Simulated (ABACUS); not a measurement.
Here is an ABACUS 3.10.1 calculation.

run_abacus.py

```python
"""ABACUS run from a structure file: ASE reads it, the script writes STRU, KPT and INPUT."""
import re
import subprocess
from ase.io import read
from ase.units import Bohr

atoms = read("GaAs.cif")
atoms = atoms[(-atoms.numbers).argsort(kind="stable")]  # ABACUS lists atoms element by element
pseudo = {'As': 'As_ONCV_PBE-1.2.upf', 'Ga': 'Ga_ONCV_PBE-1.2.upf'}
orbital = {}
magmoms = None
kmesh = [5, 5, 5]
params = {
    'suffix': 'GaAs',
    'calculation': 'cell-relax',
    'basis_type': 'pw',
    'pseudo_dir': './',
    'symmetry': 1,
    'dft_functional': 'MGGA_X_TM+MGGA_C_TM',
    'ecutwfc': 97,
    'pseudo_rcut': 10,
    'nspin': 1,
    'nbands': 13,
    'ks_solver': 'dav',
    'smearing_method': 'fd',
    'smearing_sigma': 0.00367493,
    'scf_thr': 1e-08,
    'scf_nmax': 100,
    'mixing_type': 'broyden',
    'mixing_beta': 0.7,
    'cal_force': 1,
    'cal_stress': 1,
    'mixing_tau': 1,
    'relax_nmax': 60,
    'force_thr_ev': 0.005,
    'relax_method': 'cg',
    'out_stru': 1,
    'stress_thr': 0.5,
    'kpar': 4,
}

symbols = atoms.get_chemical_symbols()
elements = list(dict.fromkeys(symbols))
lines = ["ATOMIC_SPECIES"] + [f"{e} {atoms.get_masses()[symbols.index(e)]:.4f} {pseudo[e]}" for e in elements]
if orbital:
    lines += ["", "NUMERICAL_ORBITAL"] + [orbital[e] for e in elements]
lines += ["", "LATTICE_CONSTANT", f"{1 / Bohr:.10f}", "", "LATTICE_VECTORS"]
lines += [" ".join(f"{x:.10f}" for x in v) for v in atoms.cell]
lines += ["", "ATOMIC_POSITIONS", "Direct"]
for e in elements:
    lines += ["", e, "0.0", str(symbols.count(e))]
    for i, p in enumerate(atoms.get_scaled_positions(wrap=False)):
        if symbols[i] == e:
            mag = "" if magmoms is None else " mag " + " ".join(str(x) for x in (magmoms[i] if isinstance(magmoms[i], list) else [magmoms[i]]))
            lines.append(" ".join(f"{x:.10f}" for x in p) + " 1 1 1" + mag)
open("STRU", "w").write("\n".join(lines) + "\n")
open("KPT", "w").write("K_POINTS\n0\nGamma\n%d %d %d 0 0 0\n" % tuple(kmesh))
open("INPUT", "w").write("INPUT_PARAMETERS\n" + "".join(f"{k:<20s}{v}\n" for k, v in params.items()))

done = subprocess.run(['mpirun', '-np', '4', 'abacus'])
if done.returncode:
    raise SystemExit(done.returncode)
log = open("OUT.GaAs/running_cell-relax.log").read()
print("final energy (eV):", re.findall(r"FINAL_ETOT_IS (\S+)", log))
```

The input GaAs.cif:

```cif
data_GaAs
_cell_length_a 3.99776961
_cell_length_b 3.99776961
_cell_length_c 3.99776961
_cell_angle_alpha 60.00000000
_cell_angle_beta 60.00000000
_cell_angle_gamma 60.00000000
_space_group_name_H-M_alt 'P1'
_space_group_name_Hall 'P 1'
_space_group_IT_number 1
loop_
_space_group_symop_operation_xyz
'x,y,z'
loop_
_atom_site_label
_atom_site_type_symbol
_atom_site_symmetry_multiplicity
_atom_site_Wyckoff_symbol
_atom_site_fract_x
_atom_site_fract_y
_atom_site_fract_z
_atom_site_occupancy
As1 As 1 a 0.7500000000 0.7500000000 0.7500000000 1
Ga1 Ga 1 a 0.0000000000 0.0000000000 0.0000000000 1
```

Potentials or basis: SG15 ONCV 1.2 PBE, plane waves.

Command:

```sh
$ OMP_NUM_THREADS=1 python run_abacus.py > log
```

**Question.** Predict the space group after relaxing (to 0.05 Å).

**Answer.** F-43m (No. 216).

**Question.** Predict the band gap on the k mesh.

**Answer.** 0.68 eV, direct.

**Question.** What does it give for the relaxed volume?

**Answer.** 22.50 Å³/atom.

Step by step:
| step | energy change (eV) | largest force (eV/Å) | pressure (GPa) | volume (Å³) |
| --- | --- | --- | --- | --- |
| 1 | 0.0000 | 0.0000 | -0.26 | 45.18 |
| 2 | -0.0001 | 0.0000 | 0.11 | 44.93 |
| 3 | -0.0001 | 0.0000 | 0.00 | 45.01 |

Caveat: the potentials were made for another functional, which shifts forces and pressure; an odd mesh through Γ misses points on the zone boundary, where band edges often lie.
